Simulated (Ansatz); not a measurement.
# SiNi3 (Pm-3m) in Ansatz: notebook

Runs on SiNi3. Level: PBE. Tasks: single point.

Program: Ansatz 0.2.0. These are calculated values, not measurements. Logs are shortened: lines on timing, memory, paths and dates and some standing lists are left out, and cuts for length are marked.

### 1 The crystal as given

Symmetry: Pm-3m, No. 221, cubic system. The conventional cell has a = 3.542 Å, b = 3.542 Å, c = 3.542 Å, α = 90.00°, β = 90.00°, γ = 90.00°. Ni (site symmetry 4/mmm) is surrounded by 8 Ni at 2.50 Å and 4 Si at 2.50 Å. Around Si (site symmetry m-3m) lie 12 Ni at 2.50 Å.

### 2 Single point, PBE, collinear spin, ferromagnetic start

input.yaml

```yaml
crystal:
  lattice:
    - [3.542, 0.0, 0.0]
    - [0.0, 3.542, 0.0]
    - [0.0, 0.0, 3.542]
  atoms:
    - { symbol: Ni, position: [0.5, 0.5, 0.0], spin: 0.5 }
    - { symbol: Ni, position: [0.5, 0.0, 0.5], spin: 0.5 }
    - { symbol: Ni, position: [0.0, 0.5, 0.5], spin: 0.5 }
    - { symbol: Si, position: [0.0, 0.0, 0.0] }
kpoints:
  mp_grid: { grid: [8, 8, 8] }
scf:
  occupations: { method: fermi_dirac, width: 0.05 }
hamiltonian:
  xc: pbe
  pseudopotentials: { kind: all_electron, lapw: { basis_error: 0.002 } }
magnetization:
  spin_polarized: true
  initial_magnetization: 1.5
  spin_locking: { lock_magnetization: hard }
output:
  forces: true
  stress: true
  eigenvalues: true
```

Potentials or basis: all-electron LAPW, scalar-relativistic.

Run with:

```console
> ansatz run input.yaml --threads 4 --pin off --max-ram 12288MiB --backend cpu --events-out ev --progress --plain --runs-dir out
```

Standard output:

```text
Warning: RAYON_NUM_THREADS=4 ignored (pool sized by the plan → 4); use --threads N
LAPW: plane waves up to 8.614 Å⁻¹, error target 2.0e-3 eV per atom; small_component_spin mean_spin; Si in spheres of 1.252 Å, 12 of its electrons in bands, Dirac shells []; Ni in spheres of 1.252 Å, 18 of its electrons in bands, Dirac shells [] (how accurate: hamiltonian.pseudopotentials.lapw.basis_error, Limitations)
Engine: ansatz 0.2.0, x86_64-unknown-linux-gnu
Pseudopotentials: kind: all_electron
Pseudopotential: Ni, LAPW, valence charge 18, lapw/all_electron/scalar/gaussian/Ni, Koelling and Harmon's equation, gaussian nucleus
Pseudopotential: Si, LAPW, valence charge 12, lapw/all_electron/scalar/gaussian/Si, Koelling and Harmon's equation, gaussian nucleus
Functional definition: PBE
  parameter kappa = 0.804
  parameter beta = 0.06672455060314922
  exchange = pbe_x(kappa = kappa, mu = beta*pi^2/3)
  correlation = pbe_c(beta = beta)
Crystal: 4 atoms, lattice volume = 44.437 Å³
Basis set: ecut = 282.68567159294213 eV, 461 PW (Γ), exchange–correlation at level 2
Bands: 41, of which v1, the nominal top of the filled ones, is band 33 counted from 1 (32 counted from 0)
Symmetry: 48 space group operations
Space group: Pm-3m (ITA 221), of the structure as read, at distance tolerance 3.5e-5 Å
Magnetic group: BNS 221.92 (UNI 1594), of the structure as read, at distance tolerance 3.5e-5 Å
k-points: 35 of 512
Non-local potential: Ni, projectors of the file, none
Non-local potential: Si, projectors of the file, none
Initial density: superposition of atomic densities (chi_scale 0.1, normalization cell)
Starting moments: Σ|m| = 1.5 μB on 3 of 4 sites
Initial wavefunctions: plane waves of lowest kinetic energy (no species holds an atomic orbital)
Functional: x = pbe(κ = 0.804, μ = 0.2195149727645171), c = pbe(β = 0.06672455060314922)
iter 1 solved again at ethr=1.06e-3 eV; its pass at ethr=1.00e-1 eV (dr2=6.98e-1 eV) is discarded
SCF iter   1: F=—  HF=-132042.590050 eV  |F-HF|=—  |Δ(HF+E_count)|=         —  Δρ=1.41e-2 (↑1.34e-2 ↓1.41e-2)  dr2=6.98e-1  dr2_m=3.92e-4  M=1.500 μB ∫|m|=1.512 μB  β_m=0.30  ethr=1.06e-3  ⟨swp⟩=2.1  Hψ=20733  notcnv=0
preconditioner: auto → Kerker (q_TF=auto, 2.914 Å⁻¹)  [metal: Δε(μ)=0.013 eV  Ē_g=8.261 eV  σ=0.050 eV  W_gap=0.06  n_scr=18 (ndim 8)  ℏωp=32.5 eV  f_vac=0.000  D(μ)=3.70/eV (n_scr^D=32)]
spin=Collinear: Kerker preconditioning applied to the charge; magnetization (m = ρ↑ − ρ↓) channel mixes plain (no charge-response kernel on spin).
SCF iter   2: F=—  HF=-132042.480790 eV  |F-HF|=—  |Δ(HF+E_count)|=   1.09e-1  Δρ=8.79e-3 (↑8.42e-3 ↓8.79e-3)  dr2=2.71e-1  dr2_m=3.21e-4  M=1.500 μB ∫|m|=1.532 μB  β_m=0.38  ethr=1.06e-3  ⟨swp⟩=2.1  Hψ=8654  notcnv=0
SCF iter   3: F=—  HF=-132042.406634 eV  |F-HF|=—  |Δ(HF+E_count)|=   7.42e-2  Δρ=6.12e-3 (↑5.96e-3 ↓6.12e-3)  dr2=1.43e-1  dr2_m=1.29e-4  M=1.500 μB ∫|m|=1.549 μB  β_m=0.40  ethr=4.10e-4  ⟨swp⟩=2.0  Hψ=8623  notcnv=0
SCF iter   4: F=—  HF=-132042.368533 eV  |F-HF|=—  |Δ(HF+E_count)|=   3.81e-2  Δρ=2.21e-3 (↑2.13e-3 ↓2.21e-3)  dr2=1.64e-2  dr2_m=4.02e-5  M=1.500 μB ∫|m|=1.580 μB  β_m=0.70  ethr=2.17e-4  ⟨swp⟩=2.1  Hψ=8651  notcnv=0
SCF iter   5: F=—  HF=-132042.370888 eV  |F-HF|=—  |Δ(HF+E_count)|=         —  Δρ=7.33e-4 (↑7.33e-4 ↓6.28e-4)  dr2=1.88e-3  dr2_m=4.50e-6  M=1.500 μB ∫|m|=1.603 μB  β_m=0.73  ethr=2.49e-5  ⟨swp⟩=2.0  Hψ=8149  notcnv=0
the basis was enlarged: its passes take 956.3 KiB over the memory plan, 4 of 4 planned eigensolver slots
iter 6 solved again at ethr=1.32e-7 eV; its pass at ethr=2.84e-6 eV (dr2=8.71e-5 eV) is discarded
SCF iter   6: F=—  HF=-132042.370712 eV  |F-HF|=—  |Δ(HF+E_count)|=   1.76e-4  Δρ=1.82e-4 (↑1.82e-4 ↓1.35e-4)  dr2=8.70e-5  dr2_m=6.04e-7  M=1.500 μB ∫|m|=1.610 μB  β_m=0.85  ethr=1.32e-7  ⟨swp⟩=2.0  Hψ=14012  notcnv=0
SCF iter   7: F=—  HF=-132042.370701 eV  |F-HF|=—  |Δ(HF+E_count)|=   1.13e-5  Δρ=3.96e-5 (↑3.96e-5 ↓3.77e-5)  dr2=3.60e-6  dr2_m=2.40e-8  M=1.500 μB ∫|m|=1.610 μB  β_m=0.92  ethr=1.32e-7  ⟨swp⟩=2.0  Hψ=8147  notcnv=0
SCF iter   8: F=—  HF=-132042.370701 eV  |F-HF|=—  |Δ(HF+E_count)|=   3.01e-7  Δρ=8.57e-6 (↑7.08e-6 ↓8.57e-6)  dr2=1.18e-7  dr2_m=2.42e-9  M=1.500 μB ∫|m|=1.610 μB  β_m=0.96  ethr=5.45e-9  ⟨swp⟩=2.0  Hψ=8151  notcnv=0
SCF iter   9: F=-132042.370701 eV  HF=-132042.370701 eV  |F-HF|=1.89e-9  |Δ(HF+E_count)|=   4.98e-9  Δρ=1.86e-6 (↑1.86e-6 ↓1.85e-6)  dr2=5.15e-9  dr2_m=1.37e-10  M=1.500 μB ∫|m|=1.610 μB  ethr=1.79e-10  ⟨swp⟩=2.2  Hψ=8166  notcnv=0
SCF 1 converged in 9 iterations: F = -132042.370701 eV  dr2 = 5.15e-9
SCF converged after 9 iterations
Stability checked in part: among states of this total moment the steps that led to this state did not find it unstable. No probe was made; neither looks for a lower state of another moment (fixed_total_moment; see scf.lower_state_search)
Magnetization: 1.5000 μB (33.7500 up, 32.2500 down)
Absolute magnetization: 1.6097 μB (∫|ρ↑−ρ↓|)
Spin contamination: 0.0171 ħ² per cell (⟨S²⟩ above its minimum at these occupations)
Per-site moments (μB) at R_I (Å): [(0.5031389016832897, 1.2522860908208528), (0.5031389016832897, 1.2522860908208528), (0.5031389016832897, 1.2522860908208528), (0.020727037936739023, 1.2522860908208528)]
Free energy (F): -132042.370701 eV
Harris-Foulkes:  -132042.370701 eV  (|F-HF|=1.89e-9)
Internal energy: -132042.344577 eV  (E = F + TS)
E sigma→0 (E₀):  -132042.357639 eV
Entropy (-TS):   -0.026124 eV (-6.531 meV/atom)
Fermi energy:    17.684539 (↑ 18.012858, ↓ 17.356220) eV
--- Per-component energies (eV) ---
  E_band       = -1517.182236
  E_kinetic    = 134048.882939
  E_xc         = -5762.882915
  E_electrostatic = -260328.344601  (all electrons and nuclei)
  E_smearing   = -0.026124  (= −TS)
  E_closure    = -0.000000  (closes the sum)
  E_atoms      = -132014.124594  (free atoms, spherical and without spin; not in F)
  Σ components = -132042.370701   (vs F -132042.370701, Δ=0.00e0)
  Basis errors (estimates in eV, not in F): energy 3.8e-4 per atom: plane waves 3.0e-4 (1.5e-4 summed), levels above the bands 1.9e-91, relativity 6.8e-9, radial functions 8.3e-5, core shells 2.3e-9; eigenvalues (radial functions only) 2.1e-6; not estimated: angular momenta, meshes, grids; target (lapw.basis_error) 2.0e-3; muffin-tin radii Si 1.252 Å, Ni 1.252 Å
--- Forces (eV/Å), atoms counted from 1 ---
  atom   1  Ni     0.00000000     0.00000000     0.00000000
  atom   2  Ni     0.00000000    -0.00000000     0.00000000
  atom   3  Ni     0.00000000     0.00000000     0.00000000
  atom   4  Si    -0.00000000    -0.00000000     0.00000000
  max |Σ_I F_I| component: 3.43e-30 eV/Å
--- Stress (GPa, compression-positive) ---
       -3.662002       0.000000       0.000000
        0.000000      -3.662002       0.000000
        0.000000       0.000000      -3.662002
  P = ⅓ Tr σ = -3.6620 GPa (-36.620 kbar)
--- Band table (eV; the first three rows and the last of 70) ---
  k-point 0 ↑: bands = ["-116.8901", "-86.0676", "-86.0369", "-86.0369", "-72.9420", "-72.9420", "-72.9420", "-46.5082", "-46.5082", "-46.5082", "-46.4324", "-46.4324", "-46.4324", "-46.3678", "-46.3678", "-46.3678", "5.7820", "12.5889", "13.3736", "13.3736", "13.7357", "13.7357", "13.7357", "15.7278", "15.7278", "15.7278", "16.5970", "16.5970", "16.6294", "16.6294", "16.6294", "16.8334", "16.9985", "16.9985", "16.9985", "21.9263", "23.5080", "23.5080", "27.7447", "27.7447", "27.7447"]
  k-point 1 ↑: bands = ["-116.8901", "-86.0665", "-86.0379", "-86.0369", "-72.9420", "-72.9420", "-72.9420", "-46.5052", "-46.5052", "-46.5033", "-46.4332", "-46.4332", "-46.4326", "-46.3732", "-46.3700", "-46.3700", "5.9606", "12.6042", "13.1615", "13.4945", "13.7387", "13.7387", "13.7810", "15.4601", "15.4601", "15.6782", "16.0415", "16.4555", "16.4555", "16.5997", "16.6215", "16.7644", "16.9987", "17.5919", "17.5919", "22.2701", "23.4840", "24.1573", "27.1238", "27.1238", "27.3234"]
  k-point 2 ↑: bands = ["-116.8901", "-86.0637", "-86.0408", "-86.0369", "-72.9420", "-72.9420", "-72.9420", "-46.4972", "-46.4972", "-46.4896", "-46.4358", "-46.4358", "-46.4331", "-46.3881", "-46.3754", "-46.3754", "6.4784", "11.9365", "13.1179", "13.7308", "13.7308", "13.8246", "13.9017", "15.1255", "15.1255", "15.4878", "15.5473", "16.2087", "16.2087", "16.4071", "16.5242", "16.6435", "16.9991", "18.6714", "18.6714", "22.4451", "23.4168", "25.3589", "25.4514", "25.4514", "27.3742"]
  k-point 34 ↓: bands = ["-116.8839", "-85.4125", "-85.4125", "-85.4125", "-72.9335", "-72.9335", "-72.9335", "-45.9246", "-45.9246", "-45.9246", "-45.8523", "-45.8038", "-45.8038", "-45.8038", "-45.6732", "-45.6732", "9.5728", "13.4736", "13.4736", "13.4736", "13.8963", "13.8963", "13.8963", "15.5851", "15.5851", "15.5851", "16.1447", "16.1447", "16.1447", "16.4018", "16.4018", "17.0032", "17.5547", "17.5547", "17.5547", "18.7009", "21.4998", "21.4998", "21.4998", "33.8734", "33.8734"]
```

Run time: 28 s. Hardware: 4 threads of Intel Xeon at 2.50GHz (Skylake/Cascade Lake), shared host; peak memory 0.72 GiB.

What came out:

* Free energy: -132042.3707 eV
* Pressure: -3.7 GPa
* Absolute moment: 1.61 μB per cell
* Site moments: Ni +0.50; Si +0.02 μB

Caveat: the total moment is fixed, so each spin has its own Fermi level.

### 3 Single point, PBE, collinear spin, ferromagnetic start

input.yaml

```yaml
crystal:
  lattice:
    - [3.542, 0.0, 0.0]
    - [0.0, 3.542, 0.0]
    - [0.0, 0.0, 3.542]
  atoms:
    - { symbol: Ni, position: [0.5, 0.5, 0.0], spin: 0.734 }
    - { symbol: Ni, position: [0.5, 0.0, 0.5], spin: 0.733 }
    - { symbol: Ni, position: [0.0, 0.5, 0.5], spin: 0.733 }
    - { symbol: Si, position: [0.0, 0.0, 0.0] }
kpoints:
  mp_grid: { grid: [8, 8, 8] }
scf:
  occupations: { method: fermi_dirac, width: 0.05 }
hamiltonian:
  xc: pbe
  pseudopotentials: { kind: all_electron, lapw: { basis_error: 0.002 } }
magnetization:
  spin_polarized: true
  initial_magnetization: 2.2
  spin_locking: { lock_magnetization: hard }
output:
  forces: true
  stress: true
  eigenvalues: true
```

Potentials or basis: all-electron LAPW, scalar-relativistic.

Run with:

```console
> ansatz run input.yaml --threads 4 --pin off --max-ram 12288MiB --backend cpu --events-out ev --progress --plain --runs-dir out
```

Run time: 68 s. Hardware: 4 threads of Intel Xeon at 2.50GHz (Skylake/Cascade Lake), shared host; peak memory 1 GiB.

Results (log left out):

```yaml
Free_energy: -132042.0897 eV
Pressure: -1.6 GPa
Absolute_moment: 2.27 μB per cell
Site_moments: Ni +0.71; Si +0.08 μB
```

Caveat: the total moment is fixed, so each spin has its own Fermi level.

### 4 Single point, PBE, collinear spin, ferromagnetic start

input.yaml

```yaml
crystal:
  lattice:
    - [3.542, 0.0, 0.0]
    - [0.0, 3.542, 0.0]
    - [0.0, 0.0, 3.542]
  atoms:
    - { symbol: Ni, position: [0.5, 0.5, 0.0], spin: 1.0 }
    - { symbol: Ni, position: [0.5, 0.0, 0.5], spin: 1.0 }
    - { symbol: Ni, position: [0.0, 0.5, 0.5], spin: 1.0 }
    - { symbol: Si, position: [0.0, 0.0, 0.0] }
kpoints:
  mp_grid: { grid: [8, 8, 8] }
scf:
  occupations: { method: fermi_dirac, width: 0.05 }
hamiltonian:
  xc: pbe
  pseudopotentials: { kind: all_electron, lapw: { basis_error: 0.002 } }
magnetization:
  spin_polarized: true
  initial_magnetization: 3.0
  spin_locking: { lock_magnetization: hard }
output:
  forces: true
  stress: true
  eigenvalues: true
```

Run with:

```console
> ansatz run input.yaml --threads 4 --pin off --max-ram 12288MiB --backend cpu --events-out ev --progress --plain --runs-dir out
```

It took 37 s on 4 threads of Intel Xeon at 2.50GHz (Skylake/Cascade Lake), shared host; peak memory 0.72 GiB.

It converged, with:

- Free energy: -132041.5082 eV
- Pressure: 2.0 GPa
- Absolute moment: 3.01 μB per cell
- Site moments: Ni +0.92; Si +0.19 μB

Caveat: the total moment is fixed, so each spin has its own Fermi level.

### 5 Single point, PBE, collinear spin, ferromagnetic start

input.yaml

```yaml
crystal:
  lattice:
    - [3.542, 0.0, 0.0]
    - [0.0, 3.542, 0.0]
    - [0.0, 0.0, 3.542]
  atoms:
    - { symbol: Ni, position: [0.5, 0.5, 0.0], spin: 1.2 }
    - { symbol: Ni, position: [0.5, 0.0, 0.5], spin: 1.2 }
    - { symbol: Ni, position: [0.0, 0.5, 0.5], spin: 1.2 }
    - { symbol: Si, position: [0.0, 0.0, 0.0] }
kpoints:
  mp_grid: { grid: [8, 8, 8] }
scf:
  occupations: { method: fermi_dirac, width: 0.05 }
hamiltonian:
  xc: pbe
  pseudopotentials: { kind: all_electron, lapw: { basis_error: 0.002 } }
magnetization:
  spin_polarized: true
  initial_magnetization: 3.6
  spin_locking: { lock_magnetization: hard }
output:
  forces: true
  stress: true
  eigenvalues: true
```

Run with:

```console
> ansatz run input.yaml --threads 4 --pin off --max-ram 12288MiB --backend cpu --events-out ev --progress --plain --runs-dir out
```

It took 38 s on 4 threads of Intel Xeon at 2.50GHz (Skylake/Cascade Lake), shared host; peak memory 0.72 GiB.

The run converged. Its results:

```yaml
Free_energy: -132040.8908 eV
Pressure: 5.2 GPa
Absolute_moment: 3.60 μB per cell
Site_moments: Ni +1.07; Si +0.29 μB
```

Caveat: the total moment is fixed, so each spin has its own Fermi level.

### 6 Overview

| fixed moment (μB) | pressure (GPa) |
| --- | --- |
| 1.5 | -3.7 |
| 2.2 | -1.6 |
| 3.0 | 2.0 |
| 3.6 | 5.2 |

Alike in all rows: task single point; level PBE; potentials or basis all-electron LAPW, scalar-relativistic; spin collinear, ferromagnetic start; cell as given; k mesh 8 × 8 × 8; cutoff (eV) 283; smearing fermi-dirac 0.05 eV; basis error allowed 0.002 eV/atom.

Caveats: the total moment is fixed, so each spin has its own Fermi level.

Compare energies only between runs with the same functional and basis.
